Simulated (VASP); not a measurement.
Runs of VASP 6.6.1 on HfO2. It takes space group Pnma (No. 62, orthorhombic). The conventional cell has a = 5.556 Å, b = 3.334 Å, c = 6.505 Å, α = 90.00°, β = 90.00°, γ = 90.00°. Hf (site symmetry m) is surrounded by 7 O at 2.14 to 2.27 Å. Around O (site symmetry m) lie 4 Hf at 2.14 to 2.17 Å. O (site symmetry m) has 3 Hf at 2.16 to 2.27 Å as nearest neighbours. Measurements of this composition are mostly on another form, of space group No. 14.

```csv
cell,target pressure,gap on the mesh (eV),pressure (GPa),largest force (eV/Å)
relaxed,-,(b),0.2,-
relaxed to 30 GPa,30 GPa,3.29,29.9,0.01
relaxed to 10 GPa,10 GPa,(a),10.1,0.01
relaxed to 20 GPa,20 GPa,3.31,19.8,0.01
relaxed to 5 GPa,5 GPa,3.36,5.0,0.01
relaxed to 2 GPa,2 GPa,3.39,2.1,0.02
```

Alike in all rows: task relaxation of cell and atoms; level PBE; potentials or basis VASP PAW PBE potentials, release 64 (Hf_pv, O); no spin polarisation; k mesh 4 × 6 × 3; cutoff (eV) 600; smearing fermi-dirac 0.05 eV.

**Question.** Estimate the missing entries.

**Answer.** (a) 3.34; (b) 3.41.

Caveats: spin-orbit coupling is left out, which moves the levels of the heavy elements; an odd mesh through Γ misses points on the zone boundary, where band edges often lie; the cell is relaxed towards a set pressure, so the enthalpy falls and the energy may rise (some runs).

A k mesh can miss the band edges, and the runs leave out spin-orbit coupling on Hf.
